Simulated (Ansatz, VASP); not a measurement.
**MgO in VASP and in Ansatz**

File INCAR:

```
SYSTEM = MgO
  PREC = Accurate
  ENCUT = 520
  EDIFF = 1E-6
  ISMEAR = 0
  SIGMA = 0.05
  LREAL = .FALSE.
  LASPH = .TRUE.
  NELM = 100
  ALGO = Normal
  ISIF = 2
  LWAVE = .FALSE.
  LCHARG = .FALSE.
  GGA = PE
  NBANDS = 26
```

Contents of KPOINTS:

```
Automatic mesh
0
G
  9 9 4
  0 0 0
```

Contents of POSCAR:

```
MgO
1.0
    3.4385922900      0.0000000000      0.0000000000
   -1.7192961450      2.9779082764      0.0000000000
    0.0000000000      0.0000000000      9.1868870212
Mg O
4 4
Direct
    0.3333333333      0.6666666667      0.9694906392
    0.0000000000      0.0000000000      0.2208211786
    0.0000000000      0.0000000000      0.7208211786
    0.6666666667      0.3333333333      0.4694906392
    0.3333333333      0.6666666667      0.7800420079
    0.0000000000      0.0000000000      0.5296443544
    0.0000000000      0.0000000000      0.0296443544
    0.6666666667      0.3333333333      0.2800420079
```

Input for Ansatz:

```yaml
crystal:
  lattice:
    - [3.43859229, 0.0, 0.0]
    - [-1.719296145, 2.9779082764, 0.0]
    - [0.0, 0.0, 9.1868870212]
  atoms:
    - { symbol: Mg, position: [0.3333333333, 0.6666666667, 0.9694906392] }
    - { symbol: Mg, position: [0.0, 0.0, 0.2208211786] }
    - { symbol: Mg, position: [0.0, 0.0, 0.7208211786] }
    - { symbol: Mg, position: [0.6666666667, 0.3333333333, 0.4694906392] }
    - { symbol: O, position: [0.3333333333, 0.6666666667, 0.7800420079] }
    - { symbol: O, position: [0.0, 0.0, 0.5296443544] }
    - { symbol: O, position: [0.0, 0.0, 0.0296443544] }
    - { symbol: O, position: [0.6666666667, 0.3333333333, 0.2800420079] }
basis:
  ecutwfc: 520.0
kpoints:
  mp_grid: { grid: [9, 9, 4] }
hamiltonian:
  xc: pbe
  pseudopotentials: { kind: paw, azcp: { folder: soft_1 } }
scf:
  occupations: { method: gaussian, width: 0.05 }
output:
  forces: true
  stress: true
  eigenvalues: true
```

Alike in both runs: task single point; functional PBE; k mesh 9 × 9 × 4; occupations gaussian, width 0.05 eV; no spin polarisation.

|  | VASP | Ansatz |
| --- | --- | --- |
| version | VASP 6.6.1 | Ansatz 0.2.0 |
| potentials or method | VASP PAW PBE potentials, release 64 (Mg, O) | scalar-relativistic, plane waves, PAW |
| plane-wave cutoff (eV) | 520 | 520 |
| valence electrons in the cell | 32 | 64 |

|  | VASP | Ansatz | Ansatz less VASP |
| --- | --- | --- | --- |
| gap on the k mesh at the Fermi level (eV) | 3.23 | 3.25 | +0.018 |
| least direct gap on the mesh (eV) | 3.23 | 3.25 | +0.018 |
| pressure (GPa) | 10.8 | 10.9 | +0.17 |
| largest component of the traceless stress (GPa) | 36.17 | 35.45 | -0.723 |
| rms of the force components (eV/Å) | 1.969 | 1.927 | -0.0424 |

Atom by atom the forces differ by 0.042 eV/Å (rms over components). With one functional, cell and mesh, what is left measures potentials, basis and numerics. The two sets of potentials don't hold the same shells in valence.

Caveats: an odd mesh through Γ misses points on the zone boundary, where band edges often lie; forces of over 1 eV/Å show positions far from the minimum, so gaps and moduli don't describe the material at rest.
